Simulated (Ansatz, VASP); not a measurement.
Two plane-wave programs on AlRu

POSCAR

```
AlRu
1.0
    2.9018520000      0.0000000000      0.0000000000
    0.0000000000      2.9018520000      0.0000000000
    0.0000000000      0.0000000000      2.9018520000
Al Ru
1 1
Direct
    0.0000000000      0.0000000000      0.0000000000
    0.5000000000      0.5000000000      0.5000000000
```

The input INCAR.step1:

```
SYSTEM = AlRu
PREC = Accurate
ENCUT = 520
ISMEAR = 0
SIGMA = 0.15
LREAL = .False.
LASPH = .True.
NELM = 60
NBANDS = 16
GGA = PE
ALGO = Normal
EDIFF = 1E-4
LWAVE = .True.
LCHARG = .False.
```

Contents of INCAR.step2:

```
SYSTEM = AlRu
PREC = Accurate
ENCUT = 520
EDIFF = 1E-7
ISMEAR = 0
SIGMA = 0.15
LREAL = .False.
LASPH = .True.
NELM = 60
ALGO = Normal
ISIF = 2
LWAVE = .False.
LCHARG = .False.
METAGGA = R2SCAN
LMIXTAU = .True.
NBANDS = 16
ISTART = 1
```

File KPOINTS:

```
Automatic mesh
0
Gamma
  16 16 16
  0 0 0
```

Input for Ansatz:

```yaml
crystal:
  lattice:
    - [2.901852, 0.0, 0.0]
    - [0.0, 2.901852, 0.0]
    - [0.0, 0.0, 2.901852]
  atoms:
    - { symbol: Al, position: [0.0, 0.0, 0.0] }
    - { symbol: Ru, position: [0.5, 0.5, 0.5] }
basis:
  ecutwfc: 500
kpoints:
  mp_grid: { grid: [16, 16, 16] }
hamiltonian:
  xc: r2scan
scf:
  occupations: { method: gaussian, width: 0.15 }
output:
  forces: true
  stress: true
  eigenvalues: true
```

Change from the starting cell: strain -0.030 along x and y, -0.030 along z, atoms carried along.

Alike in both runs: task single point; functional r2SCAN; k mesh 16 × 16 × 16; occupations gaussian, width 0.15 eV; no spin polarisation.

|  | VASP | Ansatz |
| --- | --- | --- |
| version | VASP 6.6.1 | Ansatz 0.2.0 |
| potentials or method | VASP PAW PBE potentials, release 64 (Al, Ru_pv) | scalar-relativistic, plane waves, PAW |
| plane-wave cutoff (eV) | 520 | 500 |
| valence electrons in the cell | 17 | 19 |

|  | VASP | Ansatz | Ansatz less VASP |
| --- | --- | --- | --- |
| gap on the k mesh at the Fermi level (eV) | none | none | - |
| pressure (GPa) | 22.1 | 21.7 | -0.35 |

A gap of «none» marks a metal or a gap that the smearing closes. The two sets of potentials don't hold the same shells in valence.

Caveats: so large a pressure means that the cell lies far from this level's equilibrium, or that cutoff or potentials fall short (VASP); the potentials were made for another functional, which shifts forces and pressure (VASP).
